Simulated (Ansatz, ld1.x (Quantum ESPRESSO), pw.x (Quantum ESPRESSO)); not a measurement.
**Au: one change to the TM potential, in the atom and in the fcc crystal**

ld1.x (Quantum ESPRESSO) 7.5 input, shortened:

```
&input
   title='Au', zed=79., rel=1, dft='PBE', iswitch=3,
   config='[Xe] 4f14 5d10 6s0.5 6p0.5'
 /
 &inputp
   pseudotype=2, tm=.true., lloc=1,
   nlcc=.true., new_core_ps=.true., rcore=1.25
 /
3
6S  1  0   0.50   0.00  2.30  2.30  0.0
5D  3  2  10.00   0.00  1.50  1.50  0.0
6P  2  1   0.50   0.00  2.40  2.40  0.0
 &test
   configts(1)='5d10 6s0.5 6p0.5'
 /
```

Change: all radii but the core radius scaled by about 0.76 (s 1.76, p 1.84, d 1.14 bohr).

Cutoffs, loose and tight: the cutoffs (Ry, on a coarse ladder) from which the occupation-weighted sum of valence levels, in a spherical-Bessel basis at the reference potential, stays within 10 and 1 mRy of its value at 400 Ry. They do not see the model core or the augmentation charge, which bear on the density cutoff. Test errors are all-electron minus pseudo excitation energies from the reference, over the configurations 5d10 6s1 6p0; 5d10 6s0 6p0; 5d9 6s0 6p0; 5d10 6s0.5 6p0; 5d9 6s1 6p0; 5d10 6s0 6p1; 5d7 6s0 6p0; variants that change the core or the reference have their own tests.

Crystal test: fcc Au in pw.x 7.5, no spin, 14³ k-points, Fermi–Dirac smearing 0.01 Ry, cutoffs set for each file from its atomic test. The reference is all-electron LAPW (Ansatz 0.2.0) with the same functional, mesh and smearing; V0 and B0 come from Birch–Murnaghan fits to the pressures at five volumes. Errors are pseudo minus all-electron; Δ is the rms difference of the E(V) curves that follow from these fits, minima aligned, over ±6 % about the mean V0. Mesh and smearing are coarse, so the numbers serve the comparison and aren't converged zero-temperature values; the lattice is a test structure that the element need not adopt.

All-electron: a0 = 4.158 Å (V0 = 17.97 Å³/atom), B0 = 139.3 GPa.

Problem. Does the change bring the crystal closer to the all-electron result?

Solution. The mean pressure error goes from +11.28 to -58.08 GPa, so the change moves the solid further from the all-electron pressures. Neither pressure curve crosses zero within the volumes sampled, so no fits are given.

```csv
quantity,base,changed
outcome (atom),generated,generated
"cutoff, loose (atom)",45 Ry,50 Ry
"cutoff, tight (atom)",80 Ry,140 Ry
bound ghosts (atom),none,s
largest test error (meV) (atom),-1595,-1272 over the solved tests; 1 of 7 tests not solved or not reliable
cutoffs in pw.x (Ry),100/400,170/680
mean pressure error (GPa),+11.28,-58.08
```

Base: This is a poor potential for the solid. Changed file: This is a poor potential for the solid. Note: ghost state, extra bound levels that the all-electron valence spectrum of the same l lacks: s at -335.5 eV. A true bound ghost makes a file unfit for plane-wave use. Atomic configuration tests: 1 of 7 tests not solved or not reliable. The logarithmic derivative shows an extra or strongly shifted pseudo pole above the reference energy (p near 0.43 Ry).
